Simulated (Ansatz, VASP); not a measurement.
## CdSe: VASP beside Ansatz

```
Cd Se
1.0
     0.00000    2.81100    2.81100
     2.81100    0.00000    2.81100
     2.81100    2.81100    0.00000
Cd Se
1 1
Direct
  0.00000 0.00000 0.00000
  0.50000 0.50000 0.50000
```

Change from the starting cell: volume scaled by 0.9405.

Alike in both runs: task single point; functional PBE; k mesh 12 × 12 × 12; occupations fermi-dirac, width 0.03 eV; no spin polarisation.

|  | VASP | Ansatz |
| --- | --- | --- |
| version | VASP 6.6.1 | Ansatz 0.2.0 |
| potentials or method | VASP PAW PBE potentials, release 64 (Cd, Se), cutoff 520 eV | all-electron LAPW, scalar-relativistic |

```csv
,VASP,Ansatz,Ansatz less VASP
pressure (GPa),4.7,4.2,-0.44
```

Ansatz ran all-electron here, so the differences hold the error of VASP's frozen core and of both bases.
